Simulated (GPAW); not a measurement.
**Work function of 1T-GeCl2 monolayer at several levels**

How far do functional and basis move the work function of 1T-GeCl2 monolayer? Where a layer proves gapped, the work function hangs on where the smearing puts the Fermi level, and the band edges take its place.

Program: GPAW 26.7.0. Level of theory: GPAW, PAW setups; layer in a repeated cell with vacuum, relaxation of atoms and in-plane cell, in the first sound run; inputs show where later runs differ. Results are calculated unless marked as measured.

## Step 1: Set-up

The cell holds 3 atoms: 2 Cl and 1 Ge. Its edges and angles: a = 3.039 Å, b = 3.039 Å, c = 18.588 Å, α = 90.0°, β = 90.0°, γ = 120.0°. Vacuum lies along c.

## Step 2: Relaxing the atoms

Forces are removed first; all later runs use this geometry.

Contents of run.py:

```python
import json
import numpy as np
from ase import Atoms
from ase.filters import FrechetCellFilter
from ase.optimize import BFGS
from gpaw import GPAW, PW

slab = Atoms(
    ['Cl', 'Ge', 'Cl'],
    positions=[
        [1.51927, 0.87715, 8.00000],
        [0.00000, 0.00000, 9.29415],
        [-0.00000, 1.75430, 10.58830]],
    cell=[[3.03854, 0.0, 0.0], [-1.51927, 2.63145, 0.0], [0.0, 0.0, 18.5883]],
    pbc=[True, True, True])

slab.calc = GPAW(mode=PW(600), xc='PBE', kpts={'size': (12, 12, 1), 'gamma': True},
                 occupations={'name': 'fermi-dirac', 'width': 0.05}, nbands='200%',
                 convergence={'density': 1e-05}, maxiter=200,
                 symmetry={'tolerance': 1e-3}, txt='slab.txt')
result = {}
# The in-plane cell is free; stress needs a cell that repeats along all three vectors
path = []
opt = BFGS(FrechetCellFilter(slab, mask=[1, 1, 0, 0, 0, 1]), maxstep=0.2)
opt.attach(lambda: path.append((slab.get_potential_energy(), slab.positions.tolist(), slab.get_forces().tolist())))
result['relaxed'] = bool(opt.run(fmax=0.02, steps=45))
result['path'] = path
result['cell'] = slab.cell.tolist()
print('in-plane lattice', slab.cell.cellpar().round(4)[[0, 1, 5]])
energy = slab.get_potential_energy()
fermi = slab.calc.get_fermi_level()
v = slab.calc.get_electrostatic_potential().mean((0, 1)) - fermi
n = slab.calc.get_pseudo_density().mean((0, 1))
L = slab.cell[2, 2]
z = np.arange(len(v)) * L / len(v)
low, high = slab.positions[:, 2].min(), slab.positions[:, 2].max()
below, above = np.interp([low - 5.8, high + 5.8], z, v)
slopes = [np.interp(x, z, np.gradient(v, z)) for x in (low - 5.8, high + 5.8)]
eps = np.array([[slab.calc.get_eigenvalues(k, s) for k in range(len(slab.calc.get_ibz_k_points()))]
                for s in range(slab.calc.get_number_of_spins())]) - fermi
top, bottom = eps[eps < 0].max(), eps[eps > 0].min()
dipole = slab.get_dipole_moment()[2]
print(f'energy {energy:.4f} eV, Fermi level {fermi:.4f} eV, dipole {dipole:.5f} e A')
print(f'potential 5.8 A off the faces, from the Fermi level: lower {below:.4f} eV, upper {above:.4f} eV')
print(f'slope of the potential there: lower {slopes[0]:.5f}, upper {slopes[1]:.5f} eV/A')
print(f'nearest levels on the mesh: {top:.4f} and {bottom:.4f} eV')
print('magnetic moment', round(slab.get_magnetic_moment(), 3))
result.update(energy=energy, fermi=fermi, dipole=dipole, below=below, above=above, slopes=slopes, edges=[top, bottom],
              z=z.tolist(), v=v.tolist(), n=n.tolist(), positions=slab.positions.tolist(),
              forces=slab.get_forces(apply_constraint=False).tolist(), moments=slab.get_magnetic_moments().tolist())
json.dump(result, open('result.json', 'w'))
```

Launch:

```console
$ OMP_NUM_THREADS=1 OPENBLAS_NUM_THREADS=1 python run.py
```

Output:

```text
Step          Energy          fmax
BFGS:    0       -3.843286        8.736966
BFGS:    1       -6.977189        5.728072
BFGS:    2       -9.562007        2.403065
BFGS:    3      -10.129687        1.090798
BFGS:    4      -10.237553        0.544154
BFGS:    5      -10.262116        0.529796
BFGS:    6      -10.287654        0.612632
BFGS:    7      -10.334962        0.635803
BFGS:    8      -10.393563        0.516236
BFGS:    9      -10.441587        0.255927
BFGS:   10      -10.455861        0.062201
BFGS:   11      -10.456246        0.008553
in-plane lattice [  3.9294   3.9294 120.    ]
energy -10.4562 eV, Fermi level -3.0187 eV, dipole 0.00060 e A
potential 5.8 A off the faces, from the Fermi level: lower 5.7649 eV, upper 5.7649 eV
slope of the potential there: lower -0.00009, upper 0.00009 eV/A
nearest levels on the mesh: -1.2571 and 1.3584 eV
magnetic moment 0.0
```

Run time: 7.5 min. Hardware: 1 thread of Intel Xeon Platinum 8375C at 2.90GHz (Ice Lake), shared host; peak memory 0.46 GiB.

Numbers from this step:

```yaml
dipole_along_the_normal: 5.99e-4 e·Å
levels_nearest_the_fermi_level_on_the_mesh: -1.257, 1.358 eV from the Fermi level
```

Electrostatic potential energy of an electron (without an applied field's), less the Fermi level, planar mean against z:

| z (Å) | electrostatic potential energy of an electron (without an applied field's), less the Fermi level, planar mean (eV) |
| --- | --- |
| 0.0 | 5.76 |
| 0.5 | 5.76 |
| 1.0 | 5.76 |
| 1.5 | 5.76 |
| 2.0 | 5.76 |
| 2.5 | 5.76 |
| 3.0 | 5.76 |
| 3.5 | 5.76 |
| 4.0 | 5.76 |
| 4.5 | 5.76 |
| 5.0 | 5.76 |
| 5.5 | 5.75 |
| 6.0 | 5.69 |
| 6.5 | 5.36 |
| 7.0 | 3.58 |
| 7.5 | -4.48 |
| 8.0 | -9.16 |
| 8.5 | -2.30 |
| 9.0 | -7.67 |
| 9.5 | -9.14 |
| 10.0 | -2.44 |
| 10.5 | -7.38 |
| 11.0 | -6.81 |
| 11.5 | 2.83 |
| 12.0 | 5.22 |
| 12.5 | 5.66 |
| 13.0 | 5.75 |
| 13.5 | 5.76 |
| 14.0 | 5.76 |
| 14.5 | 5.76 |
| 15.0 | 5.76 |
| 15.5 | 5.76 |
| 16.0 | 5.76 |
| 16.5 | 5.76 |
| 17.0 | 5.76 |
| 17.5 | 5.76 |
| 18.0 | 5.76 |
| 18.5 | 5.76 |

Table of pseudo valence density, planar mean by z:

z (Å), pseudo valence density, planar mean (e/Å³) and a bar from the least value:
```
     0.00      0.000 
     0.52      0.000 
     1.03      0.000 
     1.55      0.000 
     2.07      0.000 
     2.41      0.000 
     2.93      0.000 
     3.44      0.000 
     3.96      0.000 
     4.47      0.000 
     4.99      0.000 
     5.51      0.001 
     6.02      0.005 
     6.54      0.029 ##
     6.88      0.091 #######
     7.40      0.319 #########################
     7.92      0.354 ###########################
     8.43      0.326 #########################
     8.95      0.210 ################
     9.47      0.086 #######
     9.98      0.289 ######################
    10.50      0.388 ##############################
    11.02      0.354 ###########################
    11.53      0.154 ############
    11.88      0.052 ####
    12.39      0.009 #
    12.91      0.002 
    13.42      0.000 
    13.94      0.000 
    14.46      0.000 
    14.97      0.000 
    15.49      0.000 
    16.01      0.000 
    16.35      0.000 
    16.87      0.000 
    17.38      0.000 
    17.90      0.000 
    18.42      0.000
```

The relaxation lowered the energy of the cell by 6.61 eV (energies extrapolated to zero smearing; the optimiser's log prints free energies). The largest force left on a free atom is 0.0027 eV/Å.

## Step 3: The slab's potential

The work function is the vacuum plateau of the electrostatic potential less the Fermi level; a dipole layer lets the two faces have plateaus of their own.

This step: GPAW, PAW setups; slab in vacuum (GPAW 26.7.0).

The cell differs from the one that the last finished run ended in (c 18.588 → 18.941 Å).

Changes to run.py since step 2:

```diff
@@ -3,4 +3,2 @@
 from ase import Atoms
-from ase.filters import FrechetCellFilter
-from ase.optimize import BFGS
 from gpaw import GPAW, PW
@@ -10,21 +8,14 @@
     positions=[
-        [1.51927, 0.87715, 8.00000],
-        [0.00000, 0.00000, 9.29415],
-        [-0.00000, 1.75430, 10.58830]],
-    cell=[[3.03854, 0.0, 0.0], [-1.51927, 2.63145, 0.0], [0.0, 0.0, 18.5883]],
-    pbc=[True, True, True])
+        [1.96468, 1.13431, 8.00000],
+        [0.00000, -0.00000, 9.47068],
+        [-0.00000, 2.26861, 10.94136]],
+    cell=[[3.92935, -0.0, 0.0], [-1.96468, 3.40292, 0.0], [0.0, 0.0, 18.9414]],
+    pbc=[True, True, False])
 
-slab.calc = GPAW(mode=PW(600), xc='PBE', kpts={'size': (12, 12, 1), 'gamma': True},
+slab.calc = GPAW(mode=PW(400), xc='PBE', kpts={'size': (12, 12, 1), 'gamma': True},
                  occupations={'name': 'fermi-dirac', 'width': 0.05}, nbands='200%',
                  convergence={'density': 1e-05}, maxiter=200,
+                 poissonsolver={'dipolelayer': 'xy'},
                  symmetry={'tolerance': 1e-3}, txt='slab.txt')
 result = {}
-# The in-plane cell is free; stress needs a cell that repeats along all three vectors
-path = []
-opt = BFGS(FrechetCellFilter(slab, mask=[1, 1, 0, 0, 0, 1]), maxstep=0.2)
-opt.attach(lambda: path.append((slab.get_potential_energy(), slab.positions.tolist(), slab.get_forces().tolist())))
-result['relaxed'] = bool(opt.run(fmax=0.02, steps=45))
-result['path'] = path
-result['cell'] = slab.cell.tolist()
-print('in-plane lattice', slab.cell.cellpar().round(4)[[0, 1, 5]])
 energy = slab.get_potential_energy()
```

Output:

```text
energy -10.3951 eV, Fermi level -2.6705 eV, dipole 0.00018 e A
potential 5.8 A off the faces, from the Fermi level: lower 5.3628 eV, upper 5.3687 eV
slope of the potential there: lower -0.00011, upper 0.00011 eV/A
nearest levels on the mesh: -1.6570 and 0.9599 eV
magnetic moment 0.0
```

It took 17 s on 1 thread; peak memory 0.22 GiB.

Numbers from this step:

- dipole along the normal: 1.78e-4 e·Å
- levels nearest the Fermi level on the mesh: -1.657, 0.9599 eV from the Fermi level
- upper work function: 5.369 eV
- lower work function: 5.363 eV
- upper ionisation energy: 7.026 eV

The electrostatic potential energy of an electron (without an applied field's), less the Fermi level, planar mean by z:

z (Å), electrostatic potential energy of an electron (without an applied field's), less the Fermi level, planar mean (eV) and a bar from the least value:
```
      0.0        5.4 ##############################
      0.5        5.4 ##############################
      1.0        5.4 ##############################
      1.5        5.4 ##############################
      2.0        5.4 ##############################
      2.5        5.4 ##############################
      3.0        5.4 ##############################
      3.5        5.4 ##############################
      4.0        5.4 ##############################
      4.5        5.4 ##############################
      5.0        5.4 ##############################
      5.5        5.4 ##############################
      6.0        5.3 ##############################
      6.5        5.1 ##############################
      7.0        4.2 ############################
      7.5       -0.9 ###################
      8.0      -11.2 
      8.5       -3.8 #############
      9.0       -5.1 ###########
      9.5      -11.2 
     10.0       -4.3 #############
     10.5       -4.5 ############
     11.0      -10.6 #
     11.5        0.2 #####################
     12.0        4.4 ############################
     12.5        5.2 ##############################
     13.0        5.3 ##############################
     13.5        5.4 ##############################
     14.0        5.4 ##############################
     14.5        5.4 ##############################
     15.0        5.4 ##############################
     15.5        5.4 ##############################
     16.0        5.4 ##############################
     16.5        5.4 ##############################
     17.0        5.4 ##############################
     17.5        5.4 ##############################
     18.0        5.4 ##############################
     18.5        5.4 ##############################
```

Pseudo valence density, planar mean against z:

| z (Å) | pseudo valence density, planar mean (e/Å³) |
| --- | --- |
| 4 | 5.8e-6 |
| 5 | 9.3e-5 |
| 6 | 0.00271 |
| 7 | 0.0782 |
| 8 | 0.339 |
| 9 | 0.253 |
| 10 | 0.264 |
| 11 | 0.342 |
| 12 | 0.0620 |
| 13 | 0.00219 |
| 14 | 8.0e-5 |
| 15 | 4.2e-6 |

The layer is gapped, so the Fermi level lies somewhere inside the gap, set by smearing and numerics, and these work functions are no property of the material; the band edges below the vacuum level are. The potential is flat to 1.1e-4 eV/Å where it is read, so the vacuum is wide enough.

## Step 4: Self-consistent run: xc = "vdW-DF2"

The same geometry under vdW-DF2, to see how far the functional moves the levels against the vacuum (the van der Waals functionals take revPBE setups).

Changes to run.py since step 3:

```diff
@@ -14,3 +14,3 @@
 
-slab.calc = GPAW(mode=PW(400), xc='PBE', kpts={'size': (12, 12, 1), 'gamma': True},
+slab.calc = GPAW(mode=PW(400), xc='vdW-DF2', kpts={'size': (12, 12, 1), 'gamma': True},
                  occupations={'name': 'fermi-dirac', 'width': 0.05}, nbands='200%',
```

Output:

```text
energy -131.9010 eV, Fermi level -3.1028 eV, dipole 0.00018 e A
potential 5.8 A off the faces, from the Fermi level: lower 5.8723 eV, upper 5.8782 eV
slope of the potential there: lower -0.00013, upper 0.00013 eV/A
nearest levels on the mesh: -1.6577 and 0.9784 eV
magnetic moment 0.0
```

Elapsed: 28 s, on 1 thread; peak memory 0.4 GiB.

This step gave:

```
dipole along the normal                    : 1.76e-4 e·Å
levels nearest the Fermi level on the mesh : -1.658, 0.9784 eV from the Fermi level
upper work function                        : 5.878 eV
lower work function                        : 5.872 eV
upper ionisation energy                    : 7.536 eV
```

Electrostatic potential energy of an electron (without an applied field's), less the Fermi level, planar mean against z:

z (Å), electrostatic potential energy of an electron (without an applied field's), less the Fermi level, planar mean (eV) and a bar from the least value:
```
        0        5.9 ##############################
        1        5.9 ##############################
        2        5.9 ##############################
        3        5.9 ##############################
        4        5.9 ##############################
        5        5.9 ##############################
        6        5.8 ##############################
        7        4.6 ############################
        8      -10.9 
        9       -5.0 ###########
       10       -4.2 ############
       11      -10.4 #
       12        4.8 ############################
       13        5.8 ##############################
       14        5.9 ##############################
       15        5.9 ##############################
       16        5.9 ##############################
       17        5.9 ##############################
       18        5.9 ##############################
```

Table of pseudo valence density, planar mean by z:

z (Å), pseudo valence density, planar mean (e/Å³) and a bar from the least value:
```
     0.00      0.000 
     0.42      0.000 
     1.05      0.000 
     1.47      0.000 
     2.10      0.000 
     2.53      0.000 
     2.95      0.000 
     3.58      0.000 
     4.00      0.000 
     4.63      0.000 
     5.05      0.000 
     5.47      0.001 
     6.10      0.004 
     6.52      0.016 #
     7.16      0.122 ##########
     7.58      0.319 #########################
     8.00      0.339 ###########################
     8.63      0.320 #########################
     9.05      0.243 ###################
     9.68      0.114 #########
    10.10      0.280 ######################
    10.73      0.381 ##############################
    11.15      0.354 ############################
    11.58      0.217 #################
    12.21      0.032 ###
    12.63      0.008 #
    13.26      0.001 
    13.68      0.000 
    14.10      0.000 
    14.73      0.000 
    15.15      0.000 
    15.78      0.000 
    16.21      0.000 
    16.63      0.000 
    17.26      0.000 
    17.68      0.000 
    18.31      0.000 
    18.73      0.000
```

Force by atom:

| atom | x (eV/Å) | y (eV/Å) | z (eV/Å) | size |
| --- | --- | --- | --- | --- |
| Cl1 | 0.000 | 0.000 | -0.478 | 0.478 |
| Ge2 | 0.000 | 0.000 | 0.000 | 0.000 |
| Cl3 | 0.000 | 0.000 | 0.478 | 0.478 |

The highest filled level lies 1.66 eV under the Fermi level, so the ionisation energy from the upper face is 5.878 + 1.66 = 7.536 eV, against 7.026 eV in the base run.

## Step 5: OptPBE vdW: xc = "optPBE-vdW"

The same geometry under optPBE-vdW, to see how far the functional moves the levels against the vacuum (the van der Waals functionals take revPBE setups).

Changes to run.py since step 4:

```diff
@@ -14,3 +14,3 @@
 
-slab.calc = GPAW(mode=PW(400), xc='vdW-DF2', kpts={'size': (12, 12, 1), 'gamma': True},
+slab.calc = GPAW(mode=PW(400), xc='optPBE-vdW', kpts={'size': (12, 12, 1), 'gamma': True},
                  occupations={'name': 'fermi-dirac', 'width': 0.05}, nbands='200%',
```

Output:

```text
energy -33.1292 eV, Fermi level -2.8014 eV, dipole 0.00018 e A
potential 5.8 A off the faces, from the Fermi level: lower 5.5351 eV, upper 5.5410 eV
slope of the potential there: lower -0.00011, upper 0.00011 eV/A
nearest levels on the mesh: -1.7248 and 0.9636 eV
magnetic moment 0.0
```

Run time: 26 s. Hardware: 1 thread; peak memory 0.4 GiB.

This step gave:

* levels nearest the Fermi level on the mesh: -1.725, 0.9636 eV from the Fermi level
* upper work function: 5.541 eV
* lower work function: 5.535 eV
* upper ionisation energy: 7.266 eV

The highest filled level lies 1.72 eV under the Fermi level, so the ionisation energy from the upper face is 5.541 + 1.72 = 7.266 eV, against 7.026 eV in the base run.

## Step 6: Self-consistent run: xc = "revPBE"

The same geometry under revPBE, to see how far the functional moves the levels against the vacuum.

Changes to run.py since step 5:

```diff
@@ -14,3 +14,3 @@
 
-slab.calc = GPAW(mode=PW(400), xc='optPBE-vdW', kpts={'size': (12, 12, 1), 'gamma': True},
+slab.calc = GPAW(mode=PW(400), xc='revPBE', kpts={'size': (12, 12, 1), 'gamma': True},
                  occupations={'name': 'fermi-dirac', 'width': 0.05}, nbands='200%',
```

Output:

```text
energy -9.7218 eV, Fermi level -2.5146 eV, dipole 0.00018 e A
potential 5.8 A off the faces, from the Fermi level: lower 5.2052 eV, upper 5.2110 eV
slope of the potential there: lower -0.00011, upper 0.00011 eV/A
nearest levels on the mesh: -1.7179 and 0.9753 eV
magnetic moment 0.0
```

It took 17 s on 1 thread; peak memory 0.22 GiB.

This step gave:

* levels nearest the Fermi level on the mesh: -1.718, 0.9753 eV from the Fermi level
* upper work function: 5.211 eV
* lower work function: 5.205 eV
* upper ionisation energy: 6.929 eV

Electrostatic potential energy of an electron (without an applied field's), less the Fermi level, planar mean against z:

| z (Å) | electrostatic potential energy of an electron (without an applied field's), less the Fermi level, planar mean (eV) |
| --- | --- |
| 0.0 | 5.21 |
| 0.5 | 5.21 |
| 1.0 | 5.21 |
| 1.5 | 5.21 |
| 2.0 | 5.21 |
| 2.5 | 5.21 |
| 3.0 | 5.21 |
| 3.5 | 5.21 |
| 4.0 | 5.20 |
| 4.5 | 5.20 |
| 5.0 | 5.20 |
| 5.5 | 5.20 |
| 6.0 | 5.16 |
| 6.5 | 4.98 |
| 7.0 | 4.00 |
| 7.5 | -1.02 |
| 8.0 | -11.4 |
| 8.5 | -3.91 |
| 9.0 | -5.30 |
| 9.5 | -11.4 |
| 10.0 | -4.45 |
| 10.5 | -4.67 |
| 11.0 | -10.8 |
| 11.5 | 0.0240 |
| 12.0 | 4.24 |
| 12.5 | 5.03 |
| 13.0 | 5.18 |
| 13.5 | 5.20 |
| 14.0 | 5.21 |
| 14.5 | 5.21 |
| 15.0 | 5.21 |
| 15.5 | 5.21 |
| 16.0 | 5.21 |
| 16.5 | 5.21 |
| 17.0 | 5.21 |
| 17.5 | 5.21 |
| 18.0 | 5.21 |
| 18.5 | 5.21 |

The highest filled level lies 1.72 eV under the Fermi level, so the ionisation energy from the upper face is 5.211 + 1.72 = 6.929 eV, against 7.026 eV in the base run.

(Part 1 of 2 ends here.)

[Logs are printed without paths, hosts, clocks, repeated set-up lines and the standing remarks that a program may print on its own settings, such as how far it seeks lower states.]

[Hosts, paths, dates, database ids (printed as entryN), source tags and the programs' standing remarks are cut or masked in the printed files.]
